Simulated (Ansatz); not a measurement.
Here is an Ansatz 0.2.0 calculation.

Contents of input.yaml:

```yaml
crystal:
  lattice:
    - [0.0, 2.9785, 2.9785]
    - [2.9785, 0.0, 2.9785]
    - [2.9785, 2.9785, 0.0]
  atoms:
    - { symbol: Eu, position: [0.0, 0.0, 0.0], spin: 7.0 }
    - { symbol: S, position: [0.5, 0.5, 0.5] }
hamiltonian:
  xc:
    exchange: hjs_pbesol
    correlation: pbesol
    exx: { coeff: 0.25, omega: 0.207 }
  pseudopotentials: { kind: paw }
magnetization:
  spin_polarized: true
kpoints:
  mp_grid: { grid: [4, 4, 4] }
  band_path:
    path:
      - [[0.0, 0.0, 0.0], [0.5, 0.0, 0.5], [0.5, 0.25, 0.75], [0.375, 0.375, 0.75], [0.0, 0.0, 0.0], [0.5, 0.5, 0.5], [0.625, 0.25, 0.625], [0.5, 0.25, 0.75], [0.5, 0.5, 0.5], [0.375, 0.375, 0.75]]
      - [[0.625, 0.25, 0.625], [0.5, 0.0, 0.5]]
    npoints: 4
scf:
  occupations: { method: fermi_dirac, width: 0.05 }
  n_extra_bands: 6
output:
  forces: true
  stress: true
  eigenvalues: true
  fatbands: false
```

Potentials or basis: Ansatz PAW.

Launch:

```bash
$ ansatz run input.yaml --threads 2 --pin off --max-ram 5632MiB --backend cpu --events-out ev --progress --plain --runs-dir out
```

What does it give for the pressure?

-1.5 GPa.

What does it give for the band gap along the path?

0.60 eV, indirect (least direct gap 0.85 eV).

Levels at the corners of the path, in eV from the valence-band top:
Spin up:
```
point  band 12  band 13  band 14  band 15  band 16  band 17  band 18
    Γ    -0.53     0.00     0.00     0.00     2.40     2.74     2.74
    X    -0.59    -0.54    -0.25    -0.25     0.60     4.93     4.99
    W    -0.59    -0.55    -0.55    -0.49     3.53     3.53     5.39
    K    -0.58    -0.58    -0.54    -0.43     2.23     5.52     5.94
    Γ    -0.53     0.00     0.00     0.00     2.40     2.74     2.74
    L    -0.56    -0.56    -0.53    -0.53     4.43     5.11     5.66
    U    -0.58    -0.58    -0.54    -0.43     2.23     5.52     5.94
    W    -0.59    -0.55    -0.55    -0.49     3.53     3.53     5.39
    L    -0.56    -0.56    -0.53    -0.53     4.43     5.11     5.66
    K    -0.58    -0.58    -0.54    -0.43     2.23     5.52     5.94
    U    -0.58    -0.58    -0.54    -0.43     2.23     5.52     5.94
    X    -0.59    -0.54    -0.25    -0.25     0.60     4.93     4.99
```
Spin down:
```tsv
point	band 6	band 7	band 8	band 9	band 10	band 11
Γ	-2.12	-2.12	-2.12	2.81	3.44	3.44
X	-3.39	-2.51	-2.51	1.19	5.53	5.88
W	-3.60	-3.15	-3.15	3.88	3.88	6.07
K	-3.58	-3.30	-2.94	2.62	5.93	6.60
Γ	-2.12	-2.12	-2.12	2.81	3.44	3.44
L	-4.91	-3.36	-3.36	4.49	5.82	6.70
U	-3.58	-3.30	-2.94	2.62	5.93	6.60
W	-3.60	-3.15	-3.15	3.88	3.88	6.07
L	-4.91	-3.36	-3.36	4.49	5.82	6.70
K	-3.58	-3.30	-2.94	2.62	5.93	6.60
U	-3.58	-3.30	-2.94	2.62	5.93	6.60
X	-3.39	-2.51	-2.51	1.19	5.53	5.88
```

Caveat: the k mesh is coarse (spacing up to 0.46 Å⁻¹), so the values aren't converged, least of all with exact exchange; the magnetic or orbital state may not be the lowest; spin-orbit coupling is left out, which moves the levels of the heavy elements; a cell with one magnetic atom can't hold antiferromagnetic order, which such compounds often take; the PAW data sets come from PBE, with cores solved anew for the run's functional, which leaves a small shift of forces and pressure; the thresholds are loose for stress. The state reached can hang on the start; a lower one may exist.
